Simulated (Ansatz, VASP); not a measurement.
# Na: VASP beside Ansatz

```
Na
1.0
     3.59760    0.00000    0.00000
    -1.79880    3.11562    0.00000
     0.00000    0.00000    6.14245
Na
2
Direct
  0.33333 0.66667 0.25000
  0.66667 0.33333 0.75000
```

Alike in both runs: functional PBEsol; k mesh 12 × 12 × 6; occupations gaussian, width 0.1 eV; no spin polarisation.

Ansatz relaxed the structure, and its values are those at the end. VASP's run is a single point on that final structure, the one shown.

|  | VASP | Ansatz |
| --- | --- | --- |
| version | VASP 6.6.1 | Ansatz 0.2.0 |
| potentials or method | VASP PAW PBE potentials, release 64 (Na_pv) | scalar-relativistic, plane waves, PAW |
| plane-wave cutoff (eV) | 520 | 420 |
| valence electrons in the cell | 14 | 18 |

```tsv
	VASP	Ansatz	Ansatz less VASP
gap on the k mesh at the Fermi level (eV)	none	none	-
pressure (GPa)	0.5	0.5	-0.06
```

A gap of «none» marks a metal or a gap that the smearing closes. The two sets of potentials don't hold the same shells in valence.

Caveats: the PAW data sets were made with another functional, which shifts forces and pressure a little (VASP).
